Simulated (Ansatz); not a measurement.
The system is Pb.

```
Pb
1.0
     3.03861   -1.75032    0.00000
     3.03861    1.75032    0.00000
    -2.11546    0.00000    6.09522
Pb
2
Direct
  0.90851 0.90851 0.72629
  0.09149 0.09149 0.27371
```

This isn't the form of Pb at room conditions, which is fcc.

- Program: Ansatz 0.2.0
- Task: single point
- Functional: PBE
- Potentials or basis: Ansatz PAW
- Cutoff: 420 eV (not typed: the program's choice for these potentials)
- k mesh: 9 × 9 × 5
- Occupations: fermi-dirac, width 0.05 eV
- Spin: no spin polarisation

On this cell: pressure 0.8 GPa; largest force 0.079 eV/Å; band gap on the k mesh none (metal or under the smearing width).

The same run follows on a disturbed copy (atoms moved at random, drawn with an rms of 0.05 Å):

```
CELL_PARAMETERS angstrom
3.03861 -1.75032 0.00000
3.03861 1.75032 0.00000
-2.11546 0.00000 6.09522
ATOMIC_POSITIONS crystal
Pb 0.89920 0.91261 0.72889
Pb 0.09341 0.08248 0.27147
```

**Question.** What changes?

**Answer.** The energy (extrapolated to zero smearing) moves by +1.8 meV/atom; pressure 0.7 GPa; largest force 0.146 eV/Å; band gap on the k mesh none (metal or under the smearing width).

Forces in eV/Å, atoms in the order of the input:
```
Pb   0.029 -0.011 -0.142
Pb  -0.029  0.011  0.142
```

Stress tensor (GPa, compression positive):
```
 0.67 -0.06 -0.01
-0.06  0.66 -0.12
-0.01 -0.12  0.75
```
